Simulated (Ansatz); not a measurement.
# InP3: the cost of one run

Program: Ansatz 0.2.0. Level of theory: DFT r2SCAN, scalar-relativistic, plane waves, PAW. These are calculated values, not measurements.

2 further runs of the same task are left out: 2 set aside as unsound or not needed. Runs told in other sessions of the task aren't counted.

### Step 1. The structure to begin with

Symmetry: R-3m, No. 166, trigonal system. The conventional cell has a = 7.483 Å, b = 7.483 Å, c = 10.108 Å, α = 90.00°, β = 90.00°, γ = 120.00°. In (site symmetry 3m) has 6 P at 2.66 to 2.92 Å in its first shell of neighbours. Around P (site symmetry m) lie 2 P at 2.21 Å and 2 In at 2.66 to 2.92 Å.

Structure file:

```
CELL_PARAMETERS angstrom
3.74150 2.16016 3.36925
-3.74150 2.16016 3.36925
0.00000 -4.32031 3.36925
ATOMIC_POSITIONS crystal
In 0.27025 0.27025 0.27025
In 0.72975 0.72975 0.72975
P 0.79829 0.24470 0.79829
P 0.79829 0.79829 0.24470
P 0.24470 0.79829 0.79829
P 0.20171 0.75530 0.20171
P 0.75530 0.20171 0.20171
P 0.20171 0.20171 0.75530
```

This cell was relaxed beforehand with the same method: volume 20.42 Å³/atom, gap on the mesh none (metal).

### Step 2. The cell scaled to 0.97 of its volume

File input.yaml:

```yaml
crystal:
  lattice:
    - [3.7037034412, 2.1383341788, 3.3352168144]
    - [-3.7037034412, 2.1383341788, 3.3352168144]
    - [0.0, -4.2766683575, 3.3352168144]
  atoms:
    - { symbol: In, position: [0.2702519906, 0.2702519906, 0.2702519906] }
    - { symbol: In, position: [0.7297480094, 0.7297480094, 0.7297480094] }
    - { symbol: P, position: [0.7982893835, 0.244697689, 0.7982893835] }
    - { symbol: P, position: [0.7982893835, 0.7982893835, 0.244697689] }
    - { symbol: P, position: [0.244697689, 0.7982893835, 0.7982893835] }
    - { symbol: P, position: [0.2017106165, 0.755302311, 0.2017106165] }
    - { symbol: P, position: [0.755302311, 0.2017106165, 0.2017106165] }
    - { symbol: P, position: [0.2017106165, 0.2017106165, 0.755302311] }
basis:
  ecutwfc: 500
kpoints:
  mp_grid: { grid: [6, 6, 6] }
hamiltonian:
  xc: r2scan
scf:
  occupations: { method: gaussian, width: 0.1 }
output:
  forces: true
  stress: true
  eigenvalues: true
relax:
  adjacent_minimum: "off"
  f_tol: 0.01
  max_steps: 30
  cell: { stress_tol: 0.1, fix: [volume] }
```

Command:

```bash
$ ansatz run input.yaml --threads 2 --pin off --max-ram 5120MiB --backend cpu --events-out ev --progress --plain --runs-dir out
```

Q: Estimate wall time and peak memory on 2 threads of Intel Xeon 6975P-C (Granite Rapids), shared host.

About 27 s, with a peak of 0.84 GiB.
